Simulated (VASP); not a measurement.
MoS2: relaxation of cell and atoms with r2SCAN+rVV10

MoS2, a slab with vacuum:

```
CELL_PARAMETERS angstrom
3.16900 0.00000 0.00000
-1.58450 2.74443 0.00000
0.00000 0.00000 21.13030
ATOMIC_POSITIONS crystal
S 0.33333 0.66667 0.42593
S 0.33333 0.66667 0.57407
Mo 0.66667 0.33333 0.50000
```

```yaml
Program: VASP 6.6.1
Task: relaxation of cell and atoms
Functional: r2SCAN
Dispersion: rVV10
Potentials_or_basis: VASP PAW PBE potentials, release 64 (S, Mo_sv)
Cutoff: 600 eV
k_mesh: 12 × 12 × 1
Occupations: gaussian, width 0.03 eV
Spin: no spin polarisation
Further_INCAR_settings: ALGO = Normal; EDIFF = 1e-06; IBRION = 2; EDIFFG = -0.01; NSW = 90; ISIF = 3
```

```
Relaxed volume                         : 61.46 Å³/atom
Relaxed cell                           : a = 3.174 Å, b = 3.174 Å, c = 21.130 Å, α = 90.00°, β = 90.00°, γ = 120.00°
Space group after relaxing (to 0.05 Å) : P-6m2 (No. 187)
Energy gained by relaxing              : 0.6 meV/atom
Ionic steps                            : 9
Band gap on the k mesh                 : 1.77 eV, indirect (least direct gap 1.81 eV)
```

Step by step:
```
step  energy change (eV)  largest force (eV/Å)  pressure (GPa)  volume (Å³)
   1              0.0000                0.1533           -0.13       183.77
   2             -0.0016                0.0101            0.06       183.85
   3             -0.0017                0.0038            0.07       183.85
   4             -0.0018                0.0154           -0.07       184.67
   5             -0.0017                0.0108           -0.01       184.35
   6             -0.0018                0.0118           -0.03       184.40
   7             -0.0018                0.0112           -0.02       184.38
   8             -0.0018                0.0110           -0.02       184.37
   9             -0.0018                0.0005           -0.01       184.38
```

Final structure:
```
S Mo
1.0
     3.17423    0.00000    0.00000
    -1.58712    2.74897    0.00000
     0.00000    0.00000   21.13030
S Mo
2 1
Direct
  0.33333 0.66667 0.42637
  0.33333 0.66667 0.57363
  0.66667 0.33333 0.50000
```

Levels at points of the mesh, in eV from the valence-band top:
| k point | band 9 | band 10 | band 11 | band 12 | band 13 | band 14 | band 15 | band 16 | band 17 |
| --- | --- | --- | --- | --- | --- | --- | --- | --- | --- |
| (0.00, 0.00, 0.00) | -2.81 | -1.92 | -1.65 | -1.65 | 0.00 | 2.95 | 2.95 | 3.20 | 3.20 |
| (0.50, 0.00, 0.00) | -4.30 | -3.39 | -2.03 | -1.10 | -0.67 | 2.40 | 2.93 | 4.20 | 4.59 |

Run time: 44 min on 2 MPI ranks on AMD EPYC 9R45 96-Core Processor (Zen 5), with other jobs on the host, peak memory 0.95 GiB a rank.

Caveat: the PAW data sets were made with another functional, which shifts forces and pressure a little. r2SCAN opens gaps a little over a GGA but as a rule still falls short of measured ones.
